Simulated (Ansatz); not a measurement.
# Te2Mo: the cost of one run

Method: DFT LDA, scalar-relativistic, plane waves, PAW, in Ansatz 0.2.0.

1 further run of the same task is left out (set aside as unsound or not needed).

## Step 1: Starting point

Symmetry: P2_1/m, No. 11, monoclinic system. The conventional cell has a = 6.277 Å, b = 3.350 Å, c = 36.138 Å, α = 90.00°, β = 90.01°, γ = 90.00°. Te (site symmetry m) has 3 Mo at 2.66 to 2.68 Å in its first shell of neighbours. Around Te (site symmetry m) lie 3 Mo at 2.77 to 2.79 Å. Mo (site symmetry m) is surrounded by 6 Te at 2.66 to 2.79 Å and 2 Mo at 2.84 Å.

As a file:

```xyz
6
Lattice="6.2772 0.0000 0.0070 0.0000 3.3497 0.0000 -0.0448 0.0000 36.1379" Properties=species:S:1:pos:R:3 pbc="T T T"
Te    0.4655    2.5122   16.0248
Te    5.7669    0.8374   20.1201
Te    3.5428    0.8374   16.5986
Te    2.6897    2.5122   19.5463
Mo    5.1092    2.5122   18.1586
Mo    1.1232    0.8374   17.9863
```

It goes back to an entry of the Materials Project.

It is the result of an earlier relaxation at this level (volume 126.64 Å³/atom; gap on the mesh: none (metal)).

## Step 2: Static run: bands, density of states and charges

File input.yaml:

```yaml
crystal:
  lattice:
    - [6.2772283328, 0.0, 0.0070044101]
    - [0.0, 3.3496555259, 0.0]
    - [-0.0447727081, 0.0, 36.137901612]
  atoms:
    - { symbol: Te, position: [0.0773274767, 0.75, 0.4434185326] }
    - { symbol: Te, position: [0.9226725233, 0.25, 0.5565814674] }
    - { symbol: Te, position: [0.5676567673, 0.25, 0.4592022595] }
    - { symbol: Te, position: [0.4323432327, 0.75, 0.5407977405] }
    - { symbol: Mo, position: [0.8175152434, 0.75, 0.5023229157] }
    - { symbol: Mo, position: [0.1824847566, 0.25, 0.4976770843] }
basis:
  ecutwfc: 420
kpoints:
  mp_grid: { grid: [6, 10, 1] }
  band_path:
    path:
      - [0.0, 0.0, 0.0]
      - [0.0, 0.5, 0.0]
      - [0.0, 0.5, 0.5]
      - [0.0, 0.0, 0.5]
      - [0.0, 0.0, 0.0]
      - [-0.5, 0.0, 0.5]
      - [-0.5, 0.5, 0.5]
      - [0.0, 0.5, 0.0]
      - [-0.5, 0.5, 0.0]
      - [-0.5, 0.0, 0.0]
      - [0.0, 0.0, 0.0]
    npoints: 14
hamiltonian:
  xc: lda
scf:
  occupations: { method: gaussian, width: 0.1 }
  n_extra_bands: 15
output:
  forces: true
  stress: true
  eigenvalues: true
  populations: true
  dos: { projected: true, de: 0.02, nscf_kmesh: { grid: [9, 15, 2] } }
  bader: true
  write_density: true
  write_potential: true
  elf: true
  volumetric_format: npy
```

Run with:

```console
ansatz run input.yaml --threads 2 --pin off --max-ram 5120MiB --backend cpu --events-out ev --progress --plain --runs-dir out
```

What time and memory should one allow on 2 threads of Intel Xeon 6975P-C (Granite Rapids), shared host?

About 1.9 min, with a peak of 3.3 GiB.
